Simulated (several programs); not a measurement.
## Li2S (antifluorite) from semi-empirical methods to plane-wave DFT

Li2S in the antifluorite structure, relaxed with r2SCAN in Ansatz, was computed with several methods. The symmetry is Fm-3m (No. 225, cubic); a = 5.691 Å in the conventional setting, 15.36 Å³ an atom. S is surrounded by 8 Li at 2.46 Å; Li is surrounded by 4 S at 2.46 Å. No spin polarisation and no zero-point or thermal motion.

```xyz
3
Lattice="0.0000 2.8453 2.8453 2.8453 0.0000 2.8453 2.8453 2.8453 0.0000" Properties=species:S:1:pos:R:3 pbc="T T T"
S     0.0000    0.0000    0.0000
Li    1.4226    1.4226    1.4226
Li    4.2679    4.2679    4.2679
```

Gaps and times are for a single point on this cell; volume and bulk modulus come from each method's own relaxation or energy curve at fixed shape. Times are rough, from shared hosts (Intel Xeon 6975P-C; Intel Xeon Platinum 8488C), and each method has its own mesh and cell size. A dagger marks a closed or tiny gap in a crystal that DFT finds insulating: a failure of the method or a wrong SCF state. A star marks a curve whose lowest point is an end point. PM6 (MOPAC), PM7 (MOPAC), GFN1-xTB (tblite), GFN2-xTB (tblite) treat a cluster of cells at its zone centre, which samples few k points: where these miss a band edge, the gap comes out too large for that reason alone. Gaps from k meshes are read at a limited set of points (mesh, symmetry points, PBE's band edges), so each method's own least gap may be somewhat smaller. xTB and the PM methods were fitted mostly to molecules, and can miss a solid's gap by electronvolts. Minimal bases can be far off for gaps. Times of the plane-wave ladder aren't listed, since it ran on unlike processors and cards. GLLB-SC's gap includes the derivative discontinuity. G0W0 is at finite bands, cutoff and mesh. d marks a direct gap, i an indirect one (no mark: not told apart), a dash a value that wasn't computed or didn't pass its checks.

```tsv
method	kind	gap (eV)	own volume (Å³/atom)	bulk modulus (GPa)	atoms computed	processor time
PBEsol	semilocal	–	15.06	–	3	–
light PBE (260 eV and a coarse mesh)	light plane-wave	3.39 i	–	–	3	0.48 s
LDA	semilocal	3.17 i	14.38	–	3	–
PBE	semilocal	3.39 i	15.48	41	3	–
r2SCAN	semilocal	3.87 i	15.36	42	3	–
PBE/single zeta (GPAW)	small basis	3.57 d	–	–	3	4.3 s
GLLB-SC (GPAW)	model potential	6.02	–	–	3	5.5 s
GFN1-xTB (tblite)	tight binding	0.18†	16.05	41	cluster	7 s
PM7 (MOPAC)	semi-empirical	6.80	–	–	cluster	7.1 s
PM6 (MOPAC)	semi-empirical	9.63	–	–	cluster	7.5 s
G0W0@LDA (140 eV screening cutoff)	many-body	4.90	–	–	3	–
GFN2-xTB (tblite)	tight binding	0.00†	17.11*	30*	cluster	11 s
G0W0@r2SCAN (140 eV screening cutoff)	many-body	5.29	–	–	3	–
PBE/SZV (CP2K)	small basis	2.27 d	15.87	40	3	24 s
LC-ωPBE	hybrid	9.03 i	–	–	3	–
G0W0@HSE06 (140 eV screening cutoff)	many-body	5.46	–	–	3	–
PBE0	hybrid	5.03 i	–	–	3	–
Hartree-Fock	exact exchange	10.46 i	–	–	3	–
G0W0@PBE (220 eV screening cutoff)	many-body	5.08	–	–	3	–
HSE06	hybrid	4.34 i	15.21	–	3	–
DDH-PBE0	hybrid	5.08 i	–	–	3	–
PBE/DZVP (CP2K)	small basis	3.78 i	15.68	41	3	57 s
```

Against HSE06 (4.34 eV) and with closed or daggered gaps left aside, the nearest gap at the points sampled is that of r2SCAN (-0.47 eV) and the farthest that of Hartree-Fock (+6.12 eV). HSE06 is only a yardstick of convenience: for gaps this wide it usually falls short of measured ones, so a larger value can be the better one.

Volumes against r2SCAN's: PBEsol -1.9 %, LDA -6.4 %, PBE +0.8 %, GFN1-xTB (tblite) +4.5 %, PBE/SZV (CP2K) +3.4 %, HSE06 -0.9 %, PBE/DZVP (CP2K) +2.1 %.
